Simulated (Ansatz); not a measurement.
The system is TiSi2.

```
CELL_PARAMETERS angstrom
0.00000 4.11752 4.26290
2.38951 0.00000 4.26290
2.38951 4.11752 0.00000
ATOMIC_POSITIONS crystal
Ti 0.75000 0.75000 0.75000
Ti 0.50000 0.50000 0.50000
Si 0.41257 0.08743 0.41257
Si 0.08743 0.41257 0.08743
Si 0.16257 0.83743 0.16257
Si 0.83743 0.16257 0.83743
```

The cell is a database's computed one.

Base run:

```yaml
Program: Ansatz 0.2.0
Functional: r2SCAN
Potentials_or_basis: Ansatz PAW
Cutoff: "500 eV (not typed: the program's choice for these potentials)"
k_mesh: 7 × 7 × 7
Occupations: fermi-dirac, width 0.05 eV
Spin: no spin polarisation
```

Its results: band gap on the k mesh none (metal or under the smearing width); pressure -0.2 GPa; largest force 0.016 eV/Å.

Q: The run is repeated on the same cell with these changes: functional from r2SCAN to LDA; cutoff from 500 eV (not typed: the program's choice for these potentials) to 420 eV (not typed: the program's choice for these potentials). What comes out?

A: Band gap on the k mesh none (metal or under the smearing width); pressure -5.1 GPa; largest force 0.064 eV/Å.

Caveats: the PAW data sets come from PBE, with cores solved anew for the run's functional, which leaves a small shift of forces and pressure.
